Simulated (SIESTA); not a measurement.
Band structure of InCuS2 (I-42d, 8 atoms in the cell).

```
CELL_PARAMETERS angstrom
     -2.74805     2.74805     5.53861
      2.74805    -2.74805     5.53861
      2.74805     2.74805    -5.53861
ATOMIC_POSITIONS crystal
  In 0.50000 0.50000 0.00000
  In 0.25000 0.75000 0.50000
  Cu 0.75000 0.25000 0.50000
  Cu 0.00000 0.00000 0.00000
  S  0.87500 0.90380 0.52880
  S  0.09620 0.62500 0.97120
  S  0.37500 0.34620 0.47120
  S  0.65380 0.12500 0.02880
```

Method: GGA PBE, numerical atomic orbitals DZP, PseudoDojo PBE standard norm-conserving potentials (rewritten from UPF to PSML) in SIESTA.

Settings: XC.functional = GGA; XC.authors = PBE; potentials = PseudoDojo PBE standard; PAO.BasisSize = DZP; PAO.EnergyShift = 0.01 Ry; MeshCutoff = 400 Ry; kgrid.MonkhorstPack = 5 5 5; OccupationFunction = MP; OccupationMPOrder = 0; ElectronicTemperature = 2320.9 K; MaxSCFIterations = 150; SCF.Mixer.Method = Pulay; SCF.Mixer.Weight = 0.2; SCF.Mixer.History = 6.

The starting cell comes from a database of computed structures (which also holds hypothetical and non-ambient phases and stackings), without a prior relaxation at this level. Its lattice was rescaled by a random factor within 2.5 % of one. Values carry the incompleteness of an atom-centred basis.

### Question
Predict the gap along the standard path and the places of the band edges.

### Answer
The gap along the path is 0.38 eV, direct at Γ to within 0.01 eV.

Levels in eV from the top of the valence band on the path, bands 41 to 45:
```tsv
point	41	42	43	44	45
Γ	-1.54	-0.03	-0.03	0.00	0.38
X	-0.80	-0.80	-0.48	-0.48	1.43
Y	-0.83	-0.83	-0.64	-0.63	1.65
S	-1.36	-1.02	-0.73	-0.61	2.26
Z	-1.16	-1.16	-0.86	-0.86	2.02
S1	-1.36	-1.02	-0.73	-0.61	2.26
N	-1.24	-1.17	-0.99	-0.50	2.28
P	-0.80	-0.80	-0.62	-0.62	1.64
Y1	-0.83	-0.83	-0.63	-0.63	1.65
```

Higher empty bands are left out: an atom-centred basis made for the valence describes them poorly.
